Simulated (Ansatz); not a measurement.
**What strain does to AgCl (rocksalt)**

Rocksalt AgCl, relaxed with r2SCAN in the plane-wave code Ansatz. It is cubic, Fm-3m (No. 225); a = 5.546 Å in the conventional setting, 21.33 Å³ an atom. Ag has 6 Cl at 2.77 Å; Cl has 6 Ag at 2.77 Å.

The axes x, y and z are those of this cell:
```
Ag Cl
1.0
     0.00000    2.77318    2.77318
     2.77318    0.00000    2.77318
     2.77318    2.77318    0.00000
Ag Cl
1 1
Direct
  0.00000 0.00000 0.00000
  0.50000 0.50000 0.50000
```

Unstrained: PBE gives an indirect gap of 0.912 eV, from L to Γ; the least direct gap is 3.005 eV at Γ–K (0.10 of the way from Γ). With r2SCAN the valence top lies at L and the conduction bottom at Γ, 1.475 eV higher; the smallest vertical gap, at Γ–K (0.10 of the way from Γ), is 3.590 eV. The HSE06 gap is indirect, 2.411 eV (L to Γ), below the direct gap of 4.544 eV at Γ–K (0.10 of the way from Γ). Meshes: PBE 8×8×8, r2SCAN 8×8×8, HSE06 6×6×6. Strains are changes of length per length. After each strain the atoms were relaxed again with r2SCAN within the symmetry that the strain leaves, so tilts or polar shifts that break it weren't tested; points keep the names that they have in the unstrained zone. Spin-unpolarised throughout; all numbers are computed.

Changes of the least gap in eV (an overlap counts as a negative gap):
```json
{"strain": "epitaxial +2.0 % in the plane normal to [111], free normal strain -3.38 %", "volume change (%)": "+0.5", "space group": "R-3m", "PBE": "-0.043", "r2SCAN": "-0.044", "HSE06": "-0.042", "energy rise, r2SCAN (meV/atom)": "1.6"}
{"strain": "isotropic +3.0 % on every length", "volume change (%)": "+9.3", "space group": "Fm-3m", "PBE": "+0.037", "r2SCAN": "+0.019", "HSE06": "+0.047", "energy rise, r2SCAN (meV/atom)": "24.4"}
{"strain": "uniaxial +4.0 % along z", "volume change (%)": "+4.0", "space group": "I4/mmm", "PBE": "-0.097", "r2SCAN": "-0.112", "HSE06": "-0.108", "energy rise, r2SCAN (meV/atom)": "6.4"}
{"strain": "epitaxial -0.5 % in the xy plane, free normal strain +0.53 %", "volume change (%)": "-0.5", "space group": "I4/mmm", "PBE": "-0.034", "r2SCAN": "-0.034", "HSE06": "-0.038", "energy rise, r2SCAN (meV/atom)": "0.2"}
{"strain": "isotropic -4.0 % on every length", "volume change (%)": "-11.5", "space group": "Fm-3m", "PBE": "+0.006", "r2SCAN": "+0.035", "HSE06": "-0.016", "energy rise, r2SCAN (meV/atom)": "56.7"}
```

Epitaxial +2.0 % in the plane normal to [111], free normal strain -3.38 %. HSE06: the gap goes from 2.411 to 2.369 eV (-0.042 eV). Stress change with r2SCAN, compression positive: xx -0.33, yy -0.33, zz -0.33, xy +0.20, xz +0.20, yz +0.20 GPa.

Isotropic +3.0 % on every length. HSE06: the gap goes from 2.411 to 2.458 eV (+0.047 eV). Stress change with r2SCAN, compression positive: xx -3.54, yy -3.54, zz -3.54 GPa. For HSE06, dE_g/d ln V = 0.5 eV over this step.

Uniaxial +4.0 % along z, other directions held. HSE06: the gap goes from 2.411 to 2.303 eV (-0.108 eV). Stress change with r2SCAN, compression positive: xx -1.42, yy -1.42, zz -2.14 GPa.

Epitaxial -0.5 % in the xy plane, free normal strain +0.53 %. HSE06: the gap goes from 2.411 to 2.373 eV (-0.038 eV). Stress change with r2SCAN, compression positive: xx +0.35, yy +0.35, zz +0.04 GPa.

Isotropic -4.0 % on every length. HSE06: the gap goes from 2.411 to 2.395 eV (-0.016 eV). Stress change with r2SCAN, compression positive: xx +8.45, yy +8.45, zz +8.45 GPa. For HSE06, dE_g/d ln V = 0.1 eV over this step.

The runs are scalar-relativistic, without spin-orbit coupling.

The meshes of the hybrids are coarse, so their gaps aren't converged to the digits shown.
